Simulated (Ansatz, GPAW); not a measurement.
## Geometry or basis: what sets the conductance of decane-1,10-dithiol between two Al chains

Aim: the conductance of decane-1,10-dithiol between two Al chains after relaxation, and whether geometry, basis or functional moves it most.

Calculated with GPAW 26.7.0 and Ansatz 0.2.0; Ansatz plane waves; relaxation of the junction with the lead ends held, in the first sound run; inputs show where later runs differ.

## Step 1: The structure

The cell holds 46 atoms: 14 Al, 2 S, 20 H and 10 C. Its edges and angles: a = 12.732 Å, b = 10.550 Å, c = 45.932 Å, α = 90.0°, β = 90.0°, γ = 90.0°. Regions: left lead, 7 atoms (7 Al); channel, 32 atoms (2 S, 20 H and 10 C); right lead, 7 atoms (7 Al). Vacuum lies along a and b. The structure is stacked along c, and the current runs across the ab planes.

## Step 2: Relaxation

Transmission follows bond lengths closely, so the atoms between the held lead ends are relaxed first, from a slightly shaken start that lets symmetry break.

File input.yaml:

```yaml
crystal:
  lattice:
    - [12.7317830135, 0.0, 0.0]
    - [0.0, 10.5497517588, 0.0]
    - [0.0, 0.0, 45.9320308911]
  atoms:
    - { symbol: Al, position: [0.5, 0.5, 0.0261255594] }
    - { symbol: Al, position: [0.5, 0.5, 0.0783766781] }
    - { symbol: Al, position: [0.5, 0.5, 0.1306277968] }
    - { symbol: Al, position: [0.5, 0.5, 0.1828789156] }
    - { symbol: Al, position: [0.5, 0.5, 0.2351300343] }
    - { symbol: Al, position: [0.4988149753, 0.503463277, 0.2872040744] }
    - { symbol: Al, position: [0.5017205367, 0.4966748824, 0.3386986312] }
    - { symbol: S, position: [0.3698629742, 0.3934532053, 0.3599221489] }
    - { symbol: H, position: [0.3182395941, 0.5788182657, 0.3868432396] }
    - { symbol: C, position: [0.3278103552, 0.4752314234, 0.3927708534] }
    - { symbol: H, position: [0.2593155548, 0.4383408945, 0.3992561166] }
    - { symbol: H, position: [0.4879322839, 0.507496396, 0.4087438353] }
    - { symbol: C, position: [0.4106218231, 0.4658311694, 0.4166512855] }
    - { symbol: H, position: [0.4285537626, 0.3596318893, 0.4209003406] }
    - { symbol: H, position: [0.3623047637, 0.6396550525, 0.4392561013] }
    - { symbol: C, position: [0.3772285516, 0.5382734765, 0.4437270328] }
    - { symbol: H, position: [0.3072175101, 0.4921935202, 0.4527997765] }
    - { symbol: H, position: [0.5409690746, 0.5746607542, 0.4596516231] }
    - { symbol: H, position: [0.5138182462, 0.3440916057, 0.4639063381] }
    - { symbol: C, position: [0.4639785699, 0.5386090043, 0.468599721] }
    - { symbol: C, position: [0.4838225494, 0.4091562415, 0.4808442021] }
    - { symbol: H, position: [0.4407838161, 0.594535987, 0.4850520713] }
    - { symbol: H, position: [0.4125571668, 0.3627606058, 0.4880477488] }
    - { symbol: H, position: [0.6424717685, 0.4484461288, 0.4951355277] }
    - { symbol: C, position: [0.5686012415, 0.4088758197, 0.5043252685] }
    - { symbol: H, position: [0.5919962217, 0.314170645, 0.5099466701] }
    - { symbol: H, position: [0.5234976249, 0.5721910151, 0.5261007861] }
    - { symbol: C, position: [0.5361552937, 0.4740619537, 0.5325258948] }
    - { symbol: H, position: [0.4645119174, 0.4361416973, 0.5401489375] }
    - { symbol: H, position: [0.6926115899, 0.5043003901, 0.5470442447] }
    - { symbol: C, position: [0.6207925352, 0.4672940366, 0.5545668776] }
    - { symbol: H, position: [0.6310938469, 0.3655524241, 0.5611919095] }
    - { symbol: H, position: [0.5736998389, 0.6312301231, 0.5794964871] }
    - { symbol: C, position: [0.5872278088, 0.5346609188, 0.584225744] }
    - { symbol: H, position: [0.5131126047, 0.4965687614, 0.591313912] }
    - { symbol: H, position: [0.7439323075, 0.5567185267, 0.6005248757] }
    - { symbol: C, position: [0.6737904152, 0.5180828031, 0.6076310057] }
    - { symbol: H, position: [0.6827265863, 0.419893631, 0.6125607766] }
    - { symbol: S, position: [0.6256416646, 0.6074957626, 0.6399715035] }
    - { symbol: Al, position: [0.5010351594, 0.5036716091, 0.6606471512] }
    - { symbol: Al, position: [0.4974814885, 0.5033064363, 0.7125532262] }
    - { symbol: Al, position: [0.5, 0.5, 0.7648699657] }
    - { symbol: Al, position: [0.5, 0.5, 0.8171210844] }
    - { symbol: Al, position: [0.5, 0.5, 0.8693722032] }
    - { symbol: Al, position: [0.5, 0.5, 0.9216233219] }
    - { symbol: Al, position: [0.5, 0.5, 0.9738744406] }
kpoints:
  mp_grid: { grid: [1, 1, 2] }
hamiltonian:
  xc: pbe
scf:
  occupations: { method: fermi_dirac, width: 0.1 }
relax:
  f_tol: 0.03
  max_steps: 80
  constraints: [{ sites: [0, 1, 2, 3, 4, 41, 42, 43, 44, 45] }]
```

On the command line:

```bash
ansatz run input.yaml --threads 4 --pin off --max-ram 8192MiB --backend cpu --events-out ev --progress --plain --runs-dir out
```

Numbers of over 12 decimals in the logs are rounded to 6 here.

The program printed:

```text
Engine: ansatz 0.2.0, aarch64-unknown-linux-gnu
Pseudopotentials: kind: paw
Pseudopotential: Al, paw, valence charge 3, recommended cutoff 420 eV (normal), Al.paw.azcp
Pseudopotential: S, paw, valence charge 6, recommended cutoff 420 eV (normal), S.paw.azcp
Pseudopotential: H, paw, valence charge 1, recommended cutoff 420 eV (normal), H.paw.azcp
Pseudopotential: C, paw, valence charge 4, recommended cutoff 420 eV (normal), C.paw.azcp
Functional definition: PBE
  parameter kappa = 0.804
  parameter beta = 0.066725
  exchange = pbe_x(kappa = kappa, mu = beta*pi^2/3)
  correlation = pbe_c(beta = beta)
Crystal: 46 atoms, lattice volume = 6169.459 Å³
Basis set: ecut = 420 eV, 120621 PW (Γ), exchange–correlation on 180×144×640 points (8 copies of the dense FFT grid, shifted against one another)
Bands: 103, of which v1, the nominal top of the filled ones, is band 57 counted from 1 (56 counted from 0)
Symmetry: 1 space group operations
Space group: P1 (ITA 1), of the structure as read, at distance tolerance 1.8e-4 Å
k-points: 2
Non-local potential: Al, projectors of the file, l = 0: 2, l = 1: 2, l = 2: 1
Non-local potential: S, projectors of the file, l = 0: 2, l = 1: 2, l = 2: 2
Non-local potential: H, projectors of the file, l = 0: 2, l = 1: 1
Non-local potential: C, projectors of the file, l = 0: 2, l = 1: 2, l = 2: 1
PAW form: soft (Blöchl's): semilocal exchange-correlation on the pseudo side does not see the compensation charge
PAW one-centre angular grid: Al, 110 points (default); XC on 64 Gauss nodes
PAW one-centre angular grid: S, 110 points (default); XC on 64 Gauss nodes
PAW one-centre angular grid: H, 110 points (default); XC on 64 Gauss nodes
PAW one-centre angular grid: C, 110 points (default); XC on 64 Gauss nodes
Initial density: superposition of atomic densities (neutral atoms: chi_scale 0, normalization atom), corrected by the library's trained network
Initial wavefunctions: pseudopotential atomic-orbital guess
Functional: x = pbe(κ = 0.804, μ = 0.219515), c = pbe(β = 0.066725)
SCF iter   1: F=—  HF=-12134.042982 eV  |F-HF|=—  |Δ(HF+E_count)|=         —  Δρ=1.85e-3  dr2=5.01e-1  ethr=1.77e-3  ⟨swp⟩=10.0  Hψ=1270  notcnv=0  defer=30
preconditioner: auto → LDOS  [metal: Δε(μ)=0.128 eV  Ē_g=7.069 eV  σ=0.100 eV  W_gap=0.31  n_scr=296 (ndim 8)  ℏωp=4.5 eV  f_vac=0.744  D(μ)=23.30/eV (n_scr^D=68)  β→1.0]
SCF iter   2: F=—  HF=-12134.016142 eV  |F-HF|=—  |Δ(HF+E_count)|=   2.68e-2  Δρ=1.13e-3  dr2=3.53e-1  ethr=4.39e-4  ⟨swp⟩=3.0  Hψ=384  notcnv=0  defer=46
SCF iter   3: F=—  HF=-12134.003809 eV  |F-HF|=—  |Δ(HF+E_count)|=   1.23e-2  Δρ=6.75e-4  dr2=9.40e-2  ethr=3.10e-4  ⟨swp⟩=2.0  Hψ=308  notcnv=0  defer=46
SCF iter   4: F=—  HF=-12133.997045 eV  |F-HF|=—  |Δ(HF+E_count)|=   6.76e-3  Δρ=3.94e-4  dr2=3.14e-2  ethr=8.25e-5  ⟨swp⟩=2.0  Hψ=314  notcnv=0  defer=46
SCF iter   5: F=—  HF=-12133.994304 eV  |F-HF|=—  |Δ(HF+E_count)|=   2.74e-3  Δρ=2.05e-4  dr2=1.11e-2  ethr=2.76e-5  ⟨swp⟩=2.0  Hψ=225  notcnv=0  defer=46
SCF iter   6: F=—  HF=-12133.993899 eV  |F-HF|=—  |Δ(HF+E_count)|=   4.05e-4  Δρ=8.45e-5  dr2=1.77e-3  ethr=9.72e-6  ⟨swp⟩=3.0  Hψ=319  notcnv=0  defer=46
SCF iter   7: F=—  HF=-12133.993755 eV  |F-HF|=—  |Δ(HF+E_count)|=   1.44e-4  Δρ=4.19e-5  dr2=3.39e-4  ethr=1.55e-6  ⟨swp⟩=3.0  Hψ=277  notcnv=0  defer=46
SCF iter   8: F=—  HF=-12133.993742 eV  |F-HF|=—  |Δ(HF+E_count)|=   1.27e-5  Δρ=1.73e-5  dr2=5.55e-5  ethr=2.97e-7  ⟨swp⟩=3.0  Hψ=310  notcnv=0  defer=46
SCF iter   9: F=-12133.993755 eV  HF=-12133.993756 eV  |F-HF|=1.14e-6  |Δ(HF+E_count)|=   1.40e-5  Δρ=7.65e-6  dr2=9.34e-6  ethr=1.97e-8  ⟨swp⟩=4.0  Hψ=556  notcnv=0
SCF 1 converged in 9 iterations: F = -12133.993755 eV  dr2 = 9.34e-6
  greatest PAW one-centre occupation: 0.859 electrons in one spin orbital (limit 2), on the S atom at site 38 (counted from 0), in its partial waves of l = 0
relax step   1: F+E_penalty+E_count = -12133.99375478 eV  Δ(F+E_penalty+E_count) = +0.000e0 eV  max|allowed force component| = 4.255e0 eV/Å  Δτ_max = 0.0000 Å  (9 SCF iters, dr2 threshold 2.25e-5 eV, accepted)
Initial density: handed on by an earlier stage of this run
Initial wavefunctions: those handed on with the density
iter 1 solved again at ethr=9.82e-4 eV; its pass at ethr=3.10e-3 eV (dr2=1.12e0 eV) is discarded
SCF iter   1: F=—  HF=-12135.531457 eV  |F-HF|=—  |Δ(HF+E_count)|=         —  Δρ=3.65e-3  dr2=1.14e0  ethr=9.82e-4  ⟨swp⟩=1.0  Hψ=921  notcnv=0  defer=47
preconditioner: auto → LDOS  [metal: Δε(μ)=0.103 eV  Ē_g=7.012 eV  σ=0.100 eV  W_gap=0.25  n_scr=296 (ndim 8)  ℏωp=4.5 eV  f_vac=0.752  D(μ)=22.55/eV (n_scr^D=58)  β→1.0]
SCF iter   2: F=—  HF=-12135.484499 eV  |F-HF|=—  |Δ(HF+E_count)|=   4.70e-2  Δρ=1.86e-3  dr2=4.59e-1  ethr=9.82e-4  ⟨swp⟩=2.0  Hψ=314  notcnv=0  defer=47
SCF iter   3: F=—  HF=-12135.409606 eV  |F-HF|=—  |Δ(HF+E_count)|=   7.49e-2  Δρ=9.63e-4  dr2=1.34e-1  ethr=4.02e-4  ⟨swp⟩=2.0  Hψ=397  notcnv=0  defer=47
SCF iter   4: F=—  HF=-12135.383078 eV  |F-HF|=—  |Δ(HF+E_count)|=   2.65e-2  Δρ=2.95e-4  dr2=1.94e-2  ethr=1.18e-4  ⟨swp⟩=2.0  Hψ=234  notcnv=0  defer=47
SCF iter   5: F=—  HF=-12135.381871 eV  |F-HF|=—  |Δ(HF+E_count)|=   1.21e-3  Δρ=1.47e-4  dr2=4.04e-3  ethr=1.70e-5  ⟨swp⟩=2.0  Hψ=266  notcnv=0  defer=47
SCF iter   6: F=—  HF=-12135.381614 eV  |F-HF|=—  |Δ(HF+E_count)|=   2.57e-4  Δρ=7.38e-5  dr2=9.90e-4  ethr=3.55e-6  ⟨swp⟩=2.0  Hψ=232  notcnv=0  defer=47
SCF iter   7: F=—  HF=-12135.381625 eV  |F-HF|=—  |Δ(HF+E_count)|=   1.10e-5  Δρ=3.57e-5  dr2=1.96e-4  ethr=8.68e-7  ⟨swp⟩=2.0  Hψ=259  notcnv=0  defer=47
SCF iter   8: F=-12135.381606 eV  HF=-12135.381620 eV  |F-HF|=1.39e-5  |Δ(HF+E_count)|=   4.96e-6  Δρ=1.47e-5  dr2=3.66e-5  ethr=8.77e-8  ⟨swp⟩=3.0  Hψ=676  notcnv=0
SCF 2 converged in 8 iterations: F = -12135.381606 eV  dr2 = 3.66e-5
  greatest PAW one-centre occupation: 0.860 electrons in one spin orbital (limit 2), on the S atom at site 38 (counted from 0), in its partial waves of l = 0
relax step   2: F+E_penalty+E_count = -12135.38160571 eV  Δ(F+E_penalty+E_count) = -1.388e0 eV  max|allowed force component| = 1.491e0 eV/Å  Δτ_max = 0.1900 Å  (8 SCF iters, dr2 threshold 1.00e-4 eV, accepted)
iter 1 solved again at ethr=4.57e-4 eV; its pass at ethr=3.10e-3 eV (dr2=5.21e-1 eV) is discarded
SCF iter   1: F=—  HF=-12135.833130 eV  |F-HF|=—  |Δ(HF+E_count)|=         —  Δρ=1.60e-3  dr2=4.77e-1  ethr=4.57e-4  ⟨swp⟩=1.0  Hψ=857  notcnv=0  defer=43
preconditioner: auto → LDOS  [metal: Δε(μ)=0.079 eV  Ē_g=6.966 eV  σ=0.100 eV  W_gap=0.19  n_scr=296 (ndim 8)  ℏωp=4.5 eV  f_vac=0.751  D(μ)=20.83/eV (n_scr^D=46)  β→1.0]
[...]
SCF iter   2: F=—  HF=-12137.095264 eV  |F-HF|=—  |Δ(HF+E_count)|=   3.49e-4  Δρ=5.03e-4  dr2=3.33e-2  ethr=5.33e-5  ⟨swp⟩=3.0  Hψ=348  notcnv=0  defer=33
SCF iter   3: F=—  HF=-12137.083228 eV  |F-HF|=—  |Δ(HF+E_count)|=   1.20e-2  Δρ=1.50e-4  dr2=1.94e-3  ethr=2.92e-5  ⟨swp⟩=3.0  Hψ=271  notcnv=0  defer=33
SCF iter   4: F=—  HF=-12137.082623 eV  |F-HF|=—  |Δ(HF+E_count)|=   6.06e-4  Δρ=3.78e-5  dr2=1.17e-4  ethr=1.71e-6  ⟨swp⟩=2.0  Hψ=246  notcnv=0  defer=33
SCF iter   5: F=—  HF=-12137.082594 eV  |F-HF|=—  |Δ(HF+E_count)|=   2.84e-5  Δρ=9.36e-6  dr2=6.92e-6  ethr=1.03e-7  ⟨swp⟩=2.0  Hψ=268  notcnv=0  defer=33
SCF iter   6: F=—  HF=-12137.082921 eV  |F-HF|=—  |Δ(HF+E_count)|=   3.27e-4  Δρ=2.62e-6  dr2=5.08e-7  ethr=6.07e-9  ⟨swp⟩=2.0  Hψ=322  notcnv=0  defer=29
SCF iter   7: F=—  HF=-12137.082922 eV  |F-HF|=—  |Δ(HF+E_count)|=   7.55e-7  Δρ=1.11e-6  dr2=1.08e-7  ethr=8.77e-11  ⟨swp⟩=5.0  Hψ=598  notcnv=0
SCF iter   8: F=-12137.082922 eV  HF=-12137.082922 eV  |F-HF|=6.36e-9  |Δ(HF+E_count)|=   2.80e-7  Δρ=5.45e-7  dr2=3.48e-8  ethr=8.77e-11  ⟨swp⟩=4.0  Hψ=540  notcnv=0
SCF 65 converged in 8 iterations: F = -12137.082922 eV  dr2 = 3.48e-8
relax step  65: F+E_penalty+E_count = -12137.08292216 eV  Δ(F+E_penalty+E_count) = -2.417e-4 eV  max|allowed force component| = 2.214e-2 eV/Å  Δτ_max = 0.0316 Å  (8 SCF iters, accepted)
SCF converged after 8 iterations
Free energy (F): -12137.082922 eV
Harris-Foulkes:  -12137.082922 eV  (|F-HF|=6.36e-9)
Internal energy: -12136.503379 eV  (E = F + TS)
E sigma→0 (E₀):  -12136.793151 eV
Entropy (-TS):   -0.579543 eV (-12.599 meV/atom)
Fermi energy:    -3.315934 eV
--- Per-component energies (eV) ---
  E_band       = -1060.662400
  E_kinetic    = 1668.072160
  E_local      = -19703.596941  (includes V_loc(G=0)·N_el)
  E_nonlocal   = 518.984067
  E_hartree    = 8976.811557
  E_xc         = -1372.131567
  E_vxc        = -1353.359473  (∫ρ·V_xc dr)
  E_paw        = -8748.987693  (= ΣΔE_a)
  E_vpaw       = -144.360002  (= ΣTr[D̂ρ^β])
  E_aug_tail   = -0.027467  (compensation charges beyond the density's cutoff)
  E_ewald      = 6524.372506
  E_smearing   = -0.579543  (= −TS)
  E_closure    = 0.000000  (closes the sum)
  Σ components = -12137.082922   (vs F -12137.082922, Δ=0.00e0)
--- Forces (eV/Å), atoms counted from 1 ---
  atom   1  Al    -0.00297413    -0.00742702    -0.01039469
  atom   2  Al     0.00838911    -0.03705549    -0.03618332
  atom   3  Al    -0.02235098     0.08678463    -0.04817644
  atom   4  Al     0.02178853    -0.08257561    -0.33103700
  atom   5  Al    -0.00477897     0.03760768     0.84964401
  atom   6  Al     0.00317005    -0.00136073     0.00039164
  atom   7  Al    -0.00004845    -0.00100060     0.00595027
  atom   8  S      0.00824010    -0.01864546    -0.02213810
  atom   9  H      0.00220720     0.00363154    -0.00146287
  atom  10  C     -0.00141530     0.01522204     0.01874681
  atom  11  H     -0.00611329     0.00134570     0.00079123
  atom  12  H     -0.00436801     0.00016599     0.00098165
  atom  13  C      0.00288899    -0.00646802    -0.00145190
  atom  14  H      0.00251430     0.00549823     0.00012347
  atom  15  H     -0.00137516    -0.00280996    -0.00047965
  atom  16  C     -0.00031932     0.00454499     0.00491540
  atom  17  H      0.00297100    -0.00018382    -0.00111902
  atom  18  H     -0.00229479     0.00073591     0.00111709
  atom  19  H     -0.00078538     0.00106872     0.00009334
  atom  20  C      0.00019554    -0.00045406    -0.00211577
  atom  21  C     -0.00118034     0.00158124     0.00080797
  atom  22  H      0.00011953    -0.00074489    -0.00002851
  atom  23  H      0.00227338    -0.00016855    -0.00013403
  atom  24  H      0.00010411     0.00051796     0.00031290
  atom  25  C     -0.00066736    -0.00231524    -0.00377791
  atom  26  H      0.00007165     0.00016832    -0.00013115
  atom  27  H     -0.00093229    -0.00132163     0.00003933
  atom  28  C     -0.00019513     0.00174402     0.00492947
  atom  29  H      0.00056541     0.00016314     0.00006750
  atom  30  H     -0.00364421     0.00087757     0.00059531
  atom  31  C      0.00200976    -0.00411198    -0.00210649
  atom  32  H      0.00200217     0.00379069    -0.00113663
  atom  33  H      0.00011886     0.00183037     0.00033028
  atom  34  C     -0.00554758     0.00236954    -0.00886295
  atom  35  H     -0.00136488    -0.00022142    -0.00007255
  atom  36  H      0.00277674    -0.00069630    -0.00046841
  atom  37  C      0.00397237    -0.00552201     0.00682631
  atom  38  H     -0.00214694    -0.00272289     0.00149271
  atom  39  S     -0.00070010     0.00642738     0.00309051
  atom  40  Al     0.00057312    -0.00380033    -0.00491645
  atom  41  Al    -0.00026641    -0.00115656    -0.00193735
  atom  42  Al    -0.07156176    -0.17930733    -0.98330739
  atom  43  Al     0.06539977     0.21018061     0.30341108
  atom  44  Al     0.01576814    -0.01682125     0.22650353
  atom  45  Al    -0.02377369    -0.05081689     0.01929693
  atom  46  Al     0.01062876     0.04152256     0.01095612
  max |Σ_I F_I| component: 7.08e-5 eV/Å
--- Relaxed structure (65 steps of the walk, 64 accepted, 0 SCFs on fresh bases) ---
  F+E_penalty+E_count = -12137.08292216 eV   max|allowed force component| = 2.214e-2 eV/Å
  atoms:
    - { symbol: Al, position: [0.5, 0.500000, 0.026126] }
    - { symbol: Al, position: [0.5, 0.500000, 0.078377] }
    - { symbol: Al, position: [0.5, 0.500000, 0.130628] }
    - { symbol: Al, position: [0.5, 0.500000, 0.182879] }
    - { symbol: Al, position: [0.5, 0.500000, 0.235130] }
    - { symbol: Al, position: [0.532878, 0.375880, 0.282102] }
    - { symbol: Al, position: [0.508653, 0.505678, 0.329887] }
    - { symbol: S, position: [0.528089, 0.435584, 0.375269] }
    - { symbol: H, position: [0.536144, 0.653204, 0.393514] }
    - { symbol: C, position: [0.499200, 0.565483, 0.401268] }
    - { symbol: H, position: [0.413818, 0.579711, 0.401604] }
    - { symbol: H, position: [0.625256, 0.516365, 0.430580] }
    - { symbol: C, position: [0.539631, 0.530742, 0.431626] }
    - { symbol: H, position: [0.505445, 0.439153, 0.438083] }
    - { symbol: H, position: [0.543892, 0.724872, 0.446343] }
    - { symbol: C, position: [0.514131, 0.633143, 0.454344] }
    - { symbol: H, position: [0.428164, 0.643946, 0.456103] }
    - { symbol: H, position: [0.645645, 0.592560, 0.482785] }
    - { symbol: H, position: [0.517153, 0.411664, 0.488227] }
    - { symbol: C, position: [0.560358, 0.609129, 0.484826] }
    - { symbol: C, position: [0.510805, 0.498265, 0.501497] }
    - { symbol: H, position: [0.551874, 0.696655, 0.497679] }
    - { symbol: H, position: [0.425892, 0.516000, 0.504156] }
    - { symbol: H, position: [0.645796, 0.462681, 0.528996] }
    - { symbol: C, position: [0.559809, 0.470613, 0.531448] }
    - { symbol: H, position: [0.532959, 0.376340, 0.538644] }
    - { symbol: H, position: [0.564177, 0.660800, 0.550021] }
    - { symbol: C, position: [0.534893, 0.565744, 0.555785] }
    - { symbol: H, position: [0.448906, 0.574760, 0.557949] }
    - { symbol: H, position: [0.668050, 0.520164, 0.583077] }
    - { symbol: C, position: [0.581823, 0.525497, 0.585159] }
    - { symbol: H, position: [0.555518, 0.428228, 0.590156] }
    - { symbol: H, position: [0.579027, 0.710099, 0.606236] }
    - { symbol: C, position: [0.553676, 0.612322, 0.610848] }
    - { symbol: H, position: [0.467871, 0.615765, 0.613692] }
    - { symbol: H, position: [0.690654, 0.565145, 0.636934] }
    - { symbol: C, position: [0.604798, 0.567123, 0.639134] }
    - { symbol: H, position: [0.578965, 0.470175, 0.644352] }
    - { symbol: S, position: [0.575388, 0.673249, 0.670405] }
    - { symbol: Al, position: [0.539697, 0.526844, 0.703857] }
    - { symbol: Al, position: [0.474590, 0.327307, 0.727722] }
    - { symbol: Al, position: [0.5, 0.500000, 0.764870] }
    - { symbol: Al, position: [0.5, 0.500000, 0.817121] }
    - { symbol: Al, position: [0.5, 0.500000, 0.869372] }
    - { symbol: Al, position: [0.5, 0.500000, 0.921623] }
    - { symbol: Al, position: [0.5, 0.500000, 0.973874] }
```

Wall time 44 min (4 threads of Arm Neoverse N1, shared host); peak memory 7.3 GiB; 2.9 h of CPU time.

Relaxation path (22 of 65):

| step | energy less that of the first step (eV) | largest force component (eV/Å) |
| --- | --- | --- |
| 1 | 0.0000 | 4.2547 |
| 4 | -2.0032 | 0.3758 |
| 7 | -2.2779 | 0.1259 |
| 10 | -2.4487 | 0.1252 |
| 13 | -2.5248 | 0.1455 |
| 16 | -2.5615 | 0.2148 |
| 19 | -2.6040 | 0.0845 |
| 22 | -2.6386 | 0.0651 |
| 25 | -2.6789 | 0.0683 |
| 28 | -2.7295 | 0.0684 |
| 31 | -2.7891 | 0.0640 |
| 35 | -2.8670 | 0.1225 |
| 38 | -2.9247 | 0.0982 |
| 41 | -2.9818 | 0.0994 |
| 44 | -3.0154 | 0.0635 |
| 47 | -3.0490 | 0.0856 |
| 50 | -3.0682 | 0.0732 |
| 53 | -3.0749 | 0.0269 |
| 56 | -3.0800 | 0.0724 |
| 59 | -3.0856 | 0.0804 |
| 62 | -3.0883 | 0.0322 |
| 65 | -3.0892 | 0.0221 |

Relaxation step 43 was tried and not accepted.

The atoms that moved most (Å):

| atom | dx | dy | dz | length |
| --- | --- | --- | --- | --- |
| H9 | 2.774 | 0.785 | 0.306 | 2.899 |
| H15 | 2.312 | 0.899 | 0.325 | 2.502 |
| H11 | 1.967 | 1.491 | 0.108 | 2.471 |
| C10 | 2.182 | 0.952 | 0.390 | 2.413 |
| H17 | 1.540 | 1.601 | 0.152 | 2.226 |
| S8 | 2.015 | 0.444 | 0.705 | 2.180 |
| C16 | 1.743 | 1.001 | 0.488 | 2.068 |
| Al40 | 0.492 | 0.244 | 1.985 | 2.059 |

Numbers from this step:

```yaml
free_energy: -12137.0829 eV
smearing_term_ts: 0.5795 eV
symmetry_operations: 1
```

The relaxation lowered the energy of the cell by 3.09 eV.

(Continued in part 2 of 5.)

[Logs are printed without paths, hosts, clocks, repeated set-up lines and the standing remarks that a program may print on its own settings, such as how far it seeks lower states.]

[Hosts, paths, dates, database ids (printed as entryN), source tags and the programs' standing remarks are cut or masked in the printed files.]
